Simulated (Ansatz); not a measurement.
# SrO under compression and expansion

```
CELL_PARAMETERS angstrom
0.00000 2.56980 2.56980
2.56980 0.00000 2.56980
2.56980 2.56980 0.00000
ATOMIC_POSITIONS crystal
Sr 0.00000 0.00000 0.00000
O 0.50000 0.50000 0.50000
```

The cell is COD entry 1100027, as deposited and not checked against the literature; nothing was relaxed. It is an old determination, and later ones may differ.

All numbers are computed: DFT, PBEsol, all-electron LAPW, scalar-relativistic (Ansatz 0.2.0); DFT, PBEsol, PAW with Ansatz's default frozen-core files, scalar-relativistic (Ansatz 0.2.0).

For LAPW: a Γ-centred 8×8×8 k mesh, Fermi–Dirac smearing of 0.03 eV, basis error target 0.5 meV/atom, no spin polarisation. PAW takes a cutoff of 420 eV at this cell (files made with PBE, cores remade for this functional). The Ansatz runs share mesh, smearing and spin set-up. Plane-wave (PAW) pressures include the program's estimate of the Pulay term.

The cell above is scaled evenly, with fractional coordinates and shape held.

```tsv
V/V(cell)	V (Å³/atom)	P, LAPW (GPa)	P, PAW (GPa)	gap on the k mesh, LAPW (eV)	free energy over the lowest listed, PAW (meV/atom)
0.9400	15.952	5.48	5.46	3.15	13.8
0.9600	16.292	3.10	3.09	3.17	4.8
0.9800	16.631	0.98	0.97	3.19	0.5
0.9900	16.801	0.00	0.00	3.19	0.0
1.0000	16.971	-0.92	-0.92	3.20	0.5
1.0100	17.140	-1.79	-1.79	3.21	1.9
1.0200	17.310	-2.62	-2.62	3.21	4.3
1.0400	17.649	-4.13	-4.14	3.22	11.4
1.0600	17.989	-5.49	-5.49	3.23	21.6
```

(1) What do Birch–Murnaghan fits to the pressures give?

Results:

(1) LAPW: V0 = 16.80 Å³/atom, B0 = 94 GPa, B0′ = 4.5; PAW: V0 = 16.80 Å³/atom, B0 = 94 GPa, B0′ = 4.5.
